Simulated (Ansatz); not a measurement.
ZnO, h-MgO type, relaxed with r2SCAN in the plane-wave code Ansatz. Space group P6_3/mmc (No. 194), hexagonal; a = 3.417 Å, c = 4.478 Å in the conventional setting, 11.32 Å³ an atom. Zn is surrounded by 5 O at 1.97–2.24 Å; O is surrounded by 5 Zn at 1.97–2.24 Å.

The axes x, y and z are those of this cell:
```yaml
crystal:
  lattice:
    - [3.41653, 0.00000, 0.00000]
    - [-1.70827, 2.95880, 0.00000]
    - [0.00000, 0.00000, 4.47757]
  atoms:
    - { symbol: Zn, position: [0.33333, 0.66667, 0.25000] }
    - { symbol: Zn, position: [0.66667, 0.33333, 0.75000] }
    - { symbol: O, position: [0.66667, 0.33333, 0.25000] }
    - { symbol: O, position: [0.33333, 0.66667, 0.75000] }
```

Unstrained: With PBE the valence top lies at H and the conduction bottom at Γ, 1.022 eV higher; the smallest vertical gap, at Γ, is 1.075 eV. The r2SCAN gap is indirect, 1.488 eV (H to Γ), below the direct gap of 1.517 eV at Γ. HSE06 gives an indirect gap of 2.728 eV, from H to Γ; the least direct gap is 2.803 eV at Γ. Meshes: PBE 12×12×6, r2SCAN 12×12×6, HSE06 6×6×4. Strains are changes of length per length. After each strain the atoms were relaxed again with r2SCAN within the symmetry that the strain leaves, so tilts or polar shifts that break it weren't tested; points keep the names that they have in the unstrained zone. Note: simulated data, non-magnetic, for a generated structure that need not be the stable one.

(1) Apply uniaxial -0.81 % along x, other directions held. How far does the gap move, against the unstrained cell?

(2) Estimate what isotropic -3.21 % on every length does to the gap.

## Answers

(1) PBE: the gap goes from 1.022 to 1.059 eV (+0.037 eV). r2SCAN: the gap goes from 1.488 to 1.514 eV (+0.026 eV); it turns from indirect (H → Γ) to direct (Γ); least and direct gap lie within 0.04 eV, so its kind isn't settled. HSE06: the gap goes from 2.728 to 2.773 eV (+0.045 eV). The r2SCAN energy rises by 0.6 meV an atom.

(2) PBE: the gap goes from 1.022 to 1.290 eV (+0.268 eV); it turns from indirect (H → Γ) to direct (Γ). r2SCAN: the gap goes from 1.488 to 1.731 eV (+0.243 eV); it turns from indirect (H → Γ) to direct (Γ); least and direct gap lie within 0.04 eV, so its kind isn't settled. HSE06: the gap goes from 2.728 to 3.081 eV (+0.353 eV). The r2SCAN energy rises by 58.7 meV an atom.

The meshes of the hybrids are coarse, so their gaps aren't converged to the digits shown.
